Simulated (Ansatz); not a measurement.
Mg:

```
Mg
1.0
     3.20930    0.00000    0.00000
    -1.60465    2.77934    0.00000
     0.00000    0.00000    5.21030
Mg
2
Direct
  0.66667 0.33333 0.75000
  0.33333 0.66667 0.25000
```

Base run:

| Quantity | Value |
| --- | --- |
| Program | Ansatz 0.2.0 |
| Functional | LDA |
| Potentials or basis | all-electron LAPW, scalar-relativistic |
| Cutoff | 104 eV (chosen from the basis error) |
| Basis error allowed | 0.001 eV/atom |
| k mesh | 10 × 10 × 5 |
| Occupations | fermi-dirac, width 0.05 eV |
| Spin | no spin polarisation |

Its results: pressure -2.4 GPa.

**Question.** The run is repeated on the same cell with these changes: functional from LDA to PBE. What comes out?

**Answer.** Pressure -0.4 GPa.

PBE binds less tightly than LDA, so the same cell stands under more pressure.
